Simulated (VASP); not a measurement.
ZnS (Wurtzite-2H):

```xyz
4
Lattice="3.8110 0.0000 0.0000 -1.9055 3.3004 0.0000 0.0000 0.0000 6.2340" Properties=species:S:1:pos:R:3 pbc="T T T"
Zn    1.9055    1.1001    3.1170
Zn    0.0000    2.2003    0.0000
S     1.9055    1.1001    5.5171
S     0.0000    2.2003    2.4001
```

| Item | Value |
| --- | --- |
| Program | VASP 6.6.1 |
| Task | relaxation of cell and atoms |
| Functional | revPBE |
| Potentials or basis | VASP PAW PBE potentials, release 64 (Zn, S) |
| Cutoff | 600 eV |
| k mesh | 8 × 8 × 5 |
| Occupations | fermi-dirac, width 0.05 eV |
| Spin | no spin polarisation |

At the start: pressure 4.4 GPa; volume 19.60 Å³/atom.

Question: Where does the relaxation end?

Answer: Over 7 steps the energy falls by 20.1 meV/atom and the volume is 20.80 Å³/atom (+6.1 %); space group P6_3mc (No. 186, to 0.05 Å).

The path:
| step | energy change (eV) | largest force (eV/Å) | pressure (GPa) | volume (Å³) |
| --- | --- | --- | --- | --- |
| 1 | 0.0000 | 0.3266 | 4.39 | 78.41 |
| 2 | -0.0703 | 0.0795 | -1.09 | 84.66 |
| 3 | -0.0747 | 0.1217 | -0.15 | 83.34 |
| 4 | -0.0773 | 0.0783 | -0.10 | 83.21 |
| 5 | -0.0792 | 0.0502 | 0.21 | 82.87 |
| 6 | -0.0795 | 0.0104 | 0.15 | 82.97 |
| 7 | -0.0803 | 0.0016 | -0.09 | 83.21 |

Final structure:
```yaml
crystal:
  lattice:
    - [3.88531, 0.00000, 0.00000]
    - [-1.94265, 3.36477, 0.00000]
    - [0.00000, 0.00000, 6.36463]
  atoms:
    - { symbol: Zn, position: [0.66667, 0.33333, 0.50510] }
    - { symbol: Zn, position: [0.33333, 0.66667, 0.00510] }
    - { symbol: S, position: [0.66667, 0.33333, 0.87990] }
    - { symbol: S, position: [0.33333, 0.66667, 0.37990] }
```

Caveat: the PAW data sets were made with another functional, which shifts forces and pressure a little.
